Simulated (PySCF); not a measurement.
Point groups of optimised structures. Computed with PBE0/def2-SVPD in PySCF (dipole) on a GFN2-xTB geometry, gas phase. The symmetry is that of the one conformer found, every atom within 0.08 Å of its image; none is proved a minimum here.

(1) What symmetry has `[CH:1]#[C:2][C:3]([C:4]#[N:5])([C:6]#[N:7])[C:8]([F:9])([F:10])[F:11]`?

(2) What symmetry has `[CH3:1][CH2:2][C:3]1=[C:4]([CH3:5])[CH2:6]1` with C1–C2–C3–C4 0°, H–C5–C4–C3 0° (nearest H)?

(3) What symmetry has `[CH:1]1=[CH:2][CH2:3][CH2:4][CH:5]=[CH:6]1` with C1–C2–C3–C4 -31°, C2–C3–C4–C5 44°, C3–C4–C5–C6 -31°, C2–C1–C6–C5 14° (1,3-cyclohexadiene)?

(4) Point group, rotor type and polarity of `[CH2:1]=[CH:2][C:3]#[C:4][CH2:5][CH3:6]`?

Results:

(1) Cs; near-prolate asymmetric top; symmetry number 1; 2 operations, which sort the 12 atoms into 9 sets; dipole 3.59 D; heavy atoms equivalent by symmetry: C4/C6, N5/N7, F9/F11.

(2) Cs; asymmetric top; symmetry number 1; 2 operations, which sort the 16 atoms into 12 sets; dipole 0.91 D, in the ab plane, which is the mirror; A, B, C = 5666, 2455, 1790 MHz.

(3) C2; near-oblate asymmetric top; symmetry number 2; 2 operations, which sort the 14 atoms into 7 sets; this conformer is chiral (no improper operation); dipole 0.49 D, along a, the twofold axis; A, B, C = 5168, 5109, 2730 MHz.

(4) Cs; near-prolate asymmetric top; symmetry number 1; 2 operations, which sort the 14 atoms into 12 sets; dipole 0.67 D, in the ab plane, which is the mirror; A, B, C = 12043, 1469, 1331 MHz; heavy atoms equivalent by symmetry: none.
